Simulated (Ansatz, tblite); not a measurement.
## A script for SiS₂ (GFN1-xTB)

These are simulated results from tblite 0.8.0, not measurements. The cell began as a measured structure and was relaxed with r2SCAN+rVV10 in plane waves (Ansatz 0.2.0). All runs are without spin polarisation.

It is orthorhombic, Ibam (No. 72); conventional cell a = 5.487 Å, b = 9.636 Å, c = 5.523 Å, 24.34 Å³ an atom. Around Si lie 4 S at 2.13 Å; around S lie 2 Si at 2.13 Å.

tblite solves periodic systems at the zone centre alone, so the script builds a cluster of 2×1×2 conventional cells (48 atoms), which folds in a coarse mesh of k points.

Input script:

```python
import json
from ase import Atoms
from ase.build import make_supercell
from ase.units import Bohr, GPa, Hartree
from tblite.interface import Calculator

atoms = Atoms(['Si', 'Si', 'S', 'S', 'S', 'S'],
              cell=[[-2.74339072, 4.81806778, 2.76165107], [2.74339072, -4.81806778, 2.76165107], [2.74339072, 4.81806778, -2.76165107]],
              scaled_positions=[[0.75, 0.75, 0.0], [0.25, 0.25, 0.0], [0.117777556, 0.212216303, 0.329993859], [0.882222444, 0.787783697, 0.670006141], [0.617777556, 0.287783697, 0.905561252], [0.382222444, 0.712216303, 0.094438748]],
              pbc=True)
cluster = make_supercell(atoms, [[0, 2, 2], [1, 0, 1], [2, 2, 0]])
calc = Calculator('GFN1-xTB', cluster.numbers, cluster.positions / Bohr, lattice=cluster.cell[:] / Bohr, periodic=cluster.pbc)
calc.set('temperature', 0.02 / Hartree)
calc.set('max-iter', 150)
res = calc.singlepoint()
levels = res.get('orbital-energies') * Hartree
nv = round(res.get('orbital-occupations').sum() / 2)
cells = len(cluster) // len(atoms)
out = {'energy_per_cell': res.get('energy') * Hartree / cells, 'homo': levels[nv - 1], 'lumo': levels[nv],
       'stress': (-res.get('virial') * Hartree / cluster.get_volume() / GPa).tolist(), 'charges': res.get('charges')[:len(atoms)].tolist(), 'electrons': 2 * nv / cells}
json.dump(out, open('results.json', 'w'))
for key, value in out.items():
    print(key, value)
```

Command: `python run.py`. It took 1.6 s on 1 thread of Arm Neoverse V2 (shared host), peak memory 0.12 GiB.

What it printed:

```
------------------------------------------------------------
  cycle        total energy    energy error   density error
------------------------------------------------------------
      1     -148.6314827110  -1.4907121E+02   5.9501723E-01
      2     -149.4714368075  -8.3995410E-01   3.6253728E-01
      3     -150.0842113466  -6.1277454E-01   2.4281325E-01
      4     -150.5489055926  -4.6469425E-01   3.3411367E-02
      5     -150.5620157326  -1.3110140E-02   5.6604380E-03
      6     -150.5624651375  -4.4940496E-04   1.1928800E-04
      7     -150.5624645169   6.2061534E-07   2.1449809E-04
      8     -150.5624652737  -7.5680873E-07   3.4875316E-05
      9     -150.5624652983  -2.4533762E-08   1.0532238E-06
------------------------------------------------------------

 total:                                   1.141 sec
energy_per_cell -512.1266705014566
homo -12.738053754993908
lumo -7.2032578093799975
stress [[0.5772258440241124, 4.7944881328301644e-06, 2.6156311172991876e-07], [4.794488132378562e-06, 0.5016515412674423, 1.138202673151739e-06], [2.6156311193526835e-07, 1.1382026729679328e-06, 1.2264815035014485]]
charges [0.2372581661258214, 0.23728205184635465, -0.11863885361847365, -0.11863129860236524, -0.11863069465616734, -0.11863891129790803]
electrons 32.0
```

The cycle table is in hartree for the whole cluster, and the lines after it are in eV (the energy for one cell). The printed stress is in GPa and positive in compression, and the pressure is its mean diagonal.

GFN1-xTB gives a gap of 5.53 eV. On the same cell, plane-wave PBE (Ansatz, 6×6×6 k points and the special points) gives a gap of 2.73 eV and r2SCAN a gap of 3.12 eV; on shared hosts these took about 7.5 and 20 core-seconds on the 6-atom cell, against 1.6 for the script. Semilocal gaps usually lie below measured ones. xTB was fitted to molecules, so gaps, charges and pressures of solids can be far off, and the gap also depends on the size of the cluster.

The same script was run on cells scaled at fixed shape and fractional coordinates:

```tsv
volume (Å³/atom)	energy (meV/atom)	pressure (GPa, positive in compression)	gap (eV)
21.42	141.3	16.57	5.83
22.88	35.1	7.30	5.70
24.34	0.0	0.77	5.53
25.80	15.3	-3.86	5.36
27.26	66.3	-7.17	5.07
```

A Birch-Murnaghan fit puts the minimum at 24.55 Å³/atom, 0.9 % above the given cell, with a bulk modulus of 87.6 GPa at fixed shape.

xTB was fitted mostly to molecules, and a small cluster samples few k points, so gaps, pressures and kinks along a curve can be far from a solid's.
